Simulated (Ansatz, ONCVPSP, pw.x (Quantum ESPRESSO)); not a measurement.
pw.x on diamond H: one setting changed

Potential: optimised norm-conserving Vanderbilt (ONCV), ONCVPSP 4.0.1, PBE; core none, reference 1s1; waves: 1s: rc 0.90 bohr, ncon 3, nbas 7, qcut 7.7 1/bohr, 2 projectors, debl 3.5 Ha; p scattering state at 0.36 Ha: rc 0.75 bohr, ncon 4, nbas 7, qcut 11.3 1/bohr, local; local part: the p channel; core correction: none.

The reference run (k-mesh 15³, cutoffs 65/260 Ry, Fermi–Dirac 0.01 Ry, mixing_beta 0.4, conv_thr 1e-9, no spin) gives -0.86 GPa at 3.427 Å³/atom, where all-electron LAPW gives -0.21 GPa. This run, with its own iteration cap, changes k-mesh shift to 1.

```
&control
  calculation='scf', prefix='x', pseudo_dir='./', outdir='./tmp', tstress=.true., disk_io='none'
/
&system
  ibrav=0, nat=2, ntyp=1, ecutwfc=65, ecutrho=260, nbnd=8,
  occupations='smearing', smearing='fd', degauss=0.01
/
&electrons
  conv_thr=1e-09, mixing_beta=0.4, electron_maxstep=60
/
ATOMIC_SPECIES
H 1.0 H.UPF
CELL_PARAMETERS angstrom
  0.00000000 1.50766447 1.50766447
  1.50766447 0.00000000 1.50766447
  1.50766447 1.50766447 0.00000000
ATOMIC_POSITIONS crystal
H 0.0000 0.0000 0.0000
H 0.2500 0.2500 0.2500
K_POINTS automatic
15 15 15 1 1 1
```

```bash
pw.x < H.scf.in > H.scf.out
```

Question: How does the run end?

Answer: It converges in 7 iterations; the free energy moves by -2.1 meV/atom and the pressure by -0.15 GPa.

```
Message from routine setup:
     using ibrav=0 with symmetry is DISCOURAGED, use correct ibrav instead
     lattice parameter (alat)  =       4.0292  a.u.
     unit-cell volume          =      46.2531 (a.u.)^3
     number of electrons       =         2.00
     number of Kohn-Sham states=            8
     kinetic-energy cutoff     =      65.0000  Ry
     charge density cutoff     =     260.0000  Ry
     scf convergence threshold =      1.0E-09
     Exchange-correlation= PBE
     number of k points=   344  Fermi-Dirac smearing, width (Ry)=  0.0100
     iteration #  1     ecut=    65.00 Ry     beta= 0.40
     total energy              =      -2.21981316 Ry
     estimated scf accuracy    <       0.00515172 Ry
     iteration #  2     ecut=    65.00 Ry     beta= 0.40
     total energy              =      -2.22013722 Ry
     estimated scf accuracy    <       0.00184756 Ry
     iteration #  3     ecut=    65.00 Ry     beta= 0.40
     total energy              =      -2.22016535 Ry
     estimated scf accuracy    <       0.00000144 Ry
     iteration #  4     ecut=    65.00 Ry     beta= 0.40
     total energy              =      -2.22016934 Ry
     estimated scf accuracy    <       0.00000468 Ry
     iteration #  5     ecut=    65.00 Ry     beta= 0.40
     total energy              =      -2.22016958 Ry
     estimated scf accuracy    <          3.0E-09 Ry
     iteration #  6     ecut=    65.00 Ry     beta= 0.40
     total energy              =      -2.22016962 Ry
     estimated scf accuracy    <       0.00000002 Ry
     iteration #  7     ecut=    65.00 Ry     beta= 0.40
     the Fermi energy is     2.7811 ev
!    total energy              =      -2.22016962 Ry
     estimated scf accuracy    <          7.9E-13 Ry
     smearing contrib. (-TS)   =      -0.00009593 Ry
     The total energy is F=E-TS. E is the sum of the following terms:
     one-electron contribution =       0.89113251 Ry
     hartree contribution      =       0.12711446 Ry
     xc contribution           =      -1.34760105 Ry
     ewald contribution        =      -1.89071962 Ry
     convergence has been achieved in   7 iterations
          total   stress  (Ry/bohr**3)                   (kbar)     P=      -10.04
     Message from routine punch:
     Nothing written, as per user request (disk_io='none')
```

The run took about 9.4 s on one core of a shared host (AMD EPYC 9R14, 32 threads, 123 GiB, load 10).
